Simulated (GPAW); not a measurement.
# BN (Pnma) in GPAW: reference runs

Aim: a first look at BN with PBE, on the cell as given.

All numbers are computed with GPAW 26.7.0; they aren't measurements. Logs are shortened: lines on timing, memory, paths and dates and some standing lists are left out, and cuts for length are marked. The log counts tension as positive stress, the text compression.

**1. Starting point**

The structure is orthorhombic, space group Pnma (No. 62). Conventional cell: a = 4.880 Å, b = 2.591 Å, c = 4.292 Å, α = 90.00°, β = 90.00°, γ = 90.00°. Around N (site symmetry m) lie 4 B at 1.51 to 1.65 Å. B (site symmetry m) has 4 N at 1.51 to 1.65 Å as nearest neighbours.

Measurements of this composition are mostly on another form, of space group No. 194.

**2. Single point, PBE**

Contents of run.py:

```python
from ase import Atoms
from ase.dft.bandgap import bandgap
from ase.io import write
from ase.units import Bohr, GPa
from gpaw import GPAW, PW
from gpaw.elf import elf_from_dft_calculation

atoms = Atoms(['N', 'N', 'N', 'N', 'B', 'B', 'B', 'B'],
              cell=[[4.880089, 0.0, 0.0],
                    [0.0, 2.591464, 0.0],
                    [0.0, 0.0, 4.292049]],
              scaled_positions=[[0.32113, 0.75, 0.106486],
                                [0.67887, 0.25, 0.893514],
                                [0.17887, 0.25, 0.606486],
                                [0.82113, 0.75, 0.393514],
                                [0.340413, 0.25, 0.907096],
                                [0.159587, 0.75, 0.407096],
                                [0.840413, 0.25, 0.592904],
                                [0.659587, 0.75, 0.092904]],
              pbc=True)

calc = GPAW(mode=PW(800),
            xc='PBE',
            kpts={'size': (6, 10, 6), 'gamma': True},
            occupations={'name': 'fermi-dirac', 'width': 0.05},
            nbands=32,
            convergence={'density': 1e-05, 'energy': 1e-05},
            maxiter=150,
            txt='gpaw.txt')
atoms.calc = calc
energy = atoms.get_potential_energy()
forces = atoms.get_forces()
stress = atoms.get_stress()
calc.write('gs.gpw')
write('result.traj', atoms)
print(f'Energy: {energy:.6f} eV')
print('Forces (eV/A):')
print(forces.round(4))
print('Stress (GPa):', (stress / GPa).round(3))
print('Fermi level:', round(calc.get_fermi_level(), 4), 'eV')
print(f'Gap: {bandgap(calc)[0]:.4f} eV, direct: {bandgap(calc, direct=True)[0]:.4f} eV')

# fields on the real-space grid
write('density.cube', atoms, data=calc.get_pseudo_density() * Bohr**3)
write('potential.cube', atoms, data=calc.get_electrostatic_potential())
write('elf.cube', atoms, data=elf_from_dft_calculation(calc).data)
```

Potentials or basis: GPAW PAW data sets (gpaw-data 1.2.1), pw.

On the command line:

```bash
> OMP_NUM_THREADS=1 python run.py
```

gpaw.txt:

```text
__  _  _
 | _ |_)|_||  |
 |__||  | ||/\| - 26.7.0

Input parameters:
  mode=PW(ecut=800.0),
  convergence={'density': 1e-05, 'energy': 1e-05},
  kpts=MonkhorstPack(size=(6, 10, 6), gamma=True),
  maxiter=150,
  nbands=32,
  occupations=Occupations(name='fermi-dirac', width=0.05),
  xc=XC(name='PBE')

Diagonalizing LCAO Hamiltonian
Converting LCAO to pw mode
   .-----------.
  /|           |
 * |  B   N    |
 | |N          |
 | |        B  |
 | .--N---B----.
 |/           /
 *-----------*

Atoms  # Å, Bohr magnetons
|   | symbol |        x |        y |        z |    initial magnetic moments |
|---|--------|----------|----------|----------|-----------------------------|
| 0 |      N | 1.567143 | 1.943598 | 0.457043 | ( 0.0000,  0.0000,  0.0000) |
| 1 |      N | 3.312946 | 0.647866 | 3.835006 | ( 0.0000,  0.0000,  0.0000) |
| 2 |      N | 0.872902 | 0.647866 | 2.603068 | ( 0.0000,  0.0000,  0.0000) |
| 3 |      N | 4.007187 | 1.943598 | 1.688981 | ( 0.0000,  0.0000,  0.0000) |
| 4 |      B | 1.661246 | 0.647866 | 3.893300 | ( 0.0000,  0.0000,  0.0000) |
| 5 |      B | 0.778799 | 1.943598 | 1.747276 | ( 0.0000,  0.0000,  0.0000) |
| 6 |      B | 4.101290 | 0.647866 | 2.544773 | ( 0.0000,  0.0000,  0.0000) |
| 7 |      B | 3.218843 | 1.943598 | 0.398749 | ( 0.0000,  0.0000,  0.0000) |

Unit cell  # Å
| periodic |        x |        y |        z |  lengths |    angles |
|----------|----------|----------|----------|----------|-----------|
|      yes | 4.880089 | 0.000000 | 0.000000 | 4.880089 | 90.000000 |
|      yes | 0.000000 | 2.591464 | 0.000000 | 2.591464 | 90.000000 |
|      yes | 0.000000 | 0.000000 | 4.292049 | 4.292049 | 90.000000 |

Number of symmetries: 2
Symmetry operations  # r_c * U_cc + t_c -> r_c
|   | kind |            matrix            |
|---|------|------------------------------|
| 0 |  E   |  1, 0, 0,  0, 1, 0,  0, 0, 1 |
| 1 |  i   | -1, 0, 0,  0,-1, 0,  0, 0,-1 |

BZ-sampling:
  Number of BZ points: 360
  Number of IBZ points: 184

  Monkhorst-Pack size: [6, 10, 6]
  Monkhorst-Pack shift: [0.08333333333333333, 0.05, 0.08333333333333333]

K-points  # in reciprocal-cell coordinates
|     |                                coordinates |     weight |
|-----|--------------------------------------------|------------|
|   0 | (  0.00000000,   0.00000000,   0.00000000) | 0.00277778 |
|   1 | (  0.00000000,   0.00000000,   0.16666667) | 0.00555556 |
|   2 | (  0.00000000,   0.00000000,   0.33333333) | 0.00555556 |
|   3 | (  0.00000000,   0.00000000,   0.50000000) | 0.00277778 |
|   4 | (  0.00000000,   0.10000000,  -0.33333333) | 0.00555556 |
|   5 | (  0.00000000,   0.10000000,  -0.16666667) | 0.00555556 |
|   6 | (  0.00000000,   0.10000000,   0.00000000) | 0.00555556 |
|   7 | (  0.00000000,   0.10000000,   0.16666667) | 0.00555556 |
|   8 | (  0.00000000,   0.10000000,   0.33333333) | 0.00555556 |
|   9 | (  0.00000000,   0.10000000,   0.50000000) | 0.00555556 |
| ... |                                            |            |
| 183 | (  0.50000000,   0.50000000,   0.50000000) | 0.00277778 |

Plane wave coefficients: 2824
Cutoff: 800.0 eV

Spin-components: 1 (collinear spins)
Bands:           32
Projectors:      40
Spin-degeneracy: 2
Datatype:        complex128

Parallelization:
  kpt:    1
  domain: 1
  band:   1

Density:
  Valence electrons: 32.0
  Components: 1
  Grid points: [32 18 28]
  Charge: 0.0  # |e|

Potential:
  Grid points: [32 18 28]

species:
  N:
    name:    Nitrogen
    Z:       7.0
    valence: 5
    core:    2
    charge:  0.0  # [|e|]
    compensation charges:
      type: gauss
      rc: 0.18  # [Å]
      lmax: 2
    cutoffs:
      filter: 1.11  # [Å]
      core: 0.96  # [Å]
    projectors
    | kind |    occ | energy [eV] | rcut [Å] |
    |------|--------|-------------|----------|
    |   2s |  2.000 |     -18.583 |    0.603 |
    |   2p |  3.000 |      -7.089 |    0.529 |
    |    s |        |       8.629 |    0.603 |
    |    p |        |      20.123 |    0.529 |
    |    d |        |       0.000 |    0.577 |

    Using partial waves for N as LCAO basis

  B:
    name:    Boron
    Z:       5.0
    valence: 3
    core:    2
    charge:  0.0  # [|e|]
    compensation charges:
      type: gauss
      rc: 0.20  # [Å]
      lmax: 2
    cutoffs:
      filter: 1.14  # [Å]
      core: 1.38  # [Å]
    projectors
    | kind |    occ | energy [eV] | rcut [Å] |
    |------|--------|-------------|----------|
    |   2s |  2.000 |      -9.443 |    0.635 |
    |   2p |  1.000 |      -3.606 |    0.635 |
    |    s |        |      17.768 |    0.635 |
    |    p |        |      23.605 |    0.635 |
    |    d |        |       0.000 |    0.635 |

    Using partial waves for B as LCAO basis

Reference energy: -8604.844286  # eV

eigensolver:
  PPCG
  Converge bands: occupied
  niter=2

density mixing:
  MSR1-Mixer
  Pratt-step length: 0.05
  Maximum mixing coefficient: 0.75
  Old densities: 10
  SVD Regularization: 0.005
  Good broyden scale: 1.0
  Trust region scale: 1.0
  Backstep threshold: 4.0
  History deletion threshold: 6.0
  Fourier metric: weight=20.0, sigma=0.015

occupation numbers:
  Fermi-Dirac:
    width: 0.0500  # eV

poisson solver:
  ecut: 6400.0  # eV

xc functional:
  name: PBE with 2 nearest neighbor stencil

convergence criteria:
- Maximum integral of absolute [dens]ity change: 1e-05 electrons / valence electron
- Maximum [total energy] change in last 3 cyles: 1e-05 eV / valence electron
- Maximum integral of absolute [eigenst]ate change: 4e-08 eV^2 / valence electron
maximum number of iterations: 150

SCF iterations
|iter     | |      energy | eigst |  dens |
|---------|-|-------------|-------|-------|
|iter:   1| |  -72.529127 | +0.30 |       |
|iter:   2| |  -71.684261 | -1.55 | -0.72 |
|iter:   3| |  -68.493097 | -0.98 | -0.76 |
|iter:   4| |  -68.451432 | -2.46 | -1.37 |
|iter:   5| |  -68.451237 | -3.12 | -1.78 |
|iter:   6| |  -68.451719 | -4.77 | -2.48 |
|iter:   7| |  -68.451735 | -6.09 | -3.23 |
|iter:   8| |  -68.451736c| -7.77c| -4.13 |
|iter:   9| |  -68.451736c| -7.45c| -4.57 |
|iter:  10| |  -68.451736c| -8.63c| -5.70c|

Converged in 10 steps
Energy contributions relative to reference atoms: (reference = -8604.844286)

Energy contributions:
  Kinetic:          61.904256
  Coulomb:         -59.298841
  Zero:              0.398973
  External:          0.000000
  Xc:              -71.456124
  Entropy:          -0.000000
  Spinorbit:         0.000000
  ----------------------------
  Free energy:     -68.451736
  Extrapolated:    -68.451736

dipole moment: (0.000001, 0.000001, 0.000001)  # |e|*Ang

Fermi level: 9.950
Eigenvalues  # (at kpt = [0.000, 0.000, 0.000])
| band index |      eig [eV] | occ [0-2] |
|------------|---------------|-----------|
|          0 |       -11.666 |     2.000 |
|        ... |               |           |
|          8 |         2.897 |     2.000 |
|          9 |         3.404 |     2.000 |
|         10 |         5.328 |     2.000 |
|         11 |         5.528 |     2.000 |
|         12 |         6.992 |     2.000 |
|         13 |         7.616 |     2.000 |
|         14 |         7.761 |     2.000 |
|         15 |         7.950 |     2.000 |
|         16 |        14.546 |     0.000 |
|         17 |        15.179 |     0.000 |
|         18 |        16.008 |     0.000 |
|         19 |        16.234 |     0.000 |
|         20 |        16.935 |     0.000 |
|         21 |        16.951 |     0.000 |
|         22 |        16.970 |     0.000 |
|         23 |        18.202 |     0.000 |
|        ... |               |           |
|         31 |        25.248 |     0.000 |

Gap: 5.675 eV
Transition (v -> c):
  (s=0, k=0, n=15, [0.00, 0.00, 0.00]) -> (s=0, k=116, n=16, [0.33, 0.00, -0.33])
Direct/indirect transitions are different
Direct gap: 6.269 eV
Transition at: (s=0, k=117, n=15, [0.33, 0.00, -0.17])

Forces  # eV/Ang
|        x |        y |        z |
|----------|----------|----------|
|  0.01510 |  0.00000 |  0.05840 |  # N    0
| -0.01510 | -0.00000 | -0.05840 |  # N    1
| -0.01510 |  0.00000 |  0.05840 |  # N    2
|  0.01510 | -0.00000 | -0.05840 |  # N    3
|  0.00280 | -0.00000 |  0.01103 |  # B    4
| -0.00280 |  0.00000 |  0.01103 |  # B    5
|  0.00280 | -0.00000 | -0.01103 |  # B    6
| -0.00280 |  0.00000 | -0.01103 |  # B    7

Stress tensor  # eV/Ang^3
|         x |         y |         z |
|-----------|-----------|-----------|
|  0.008325 | -0.000000 |  0.000000 |
| -0.000000 |  0.006976 | -0.000000 |
|  0.000000 | -0.000000 |  0.006490 |

# Writing to gs.gpw (mode='')
```

It took 4.2 min on 1 thread of Arm Neoverse V2, shared host; peak memory 0.57 GiB.

What came out:

```yaml
Free_energy: -68.4517 eV
Pressure: -1.2 GPa
Largest_force: 0.060 eV/Å
Band_gap_on_the_k_mesh: 5.68 eV, indirect (least direct gap 6.27 eV)
```

Forces in eV/Å, atoms in the order of the input:
```
N    0.015  0.000  0.058
N   -0.015  0.000 -0.058
N   -0.015  0.000  0.058
N    0.015  0.000 -0.058
B    0.003  0.000  0.011
B   -0.003  0.000  0.011
B    0.003  0.000 -0.011
B   -0.003  0.000 -0.011
```

A k mesh can miss the band edges. PBE gaps usually lie below the measured ones, often by a third to a half.
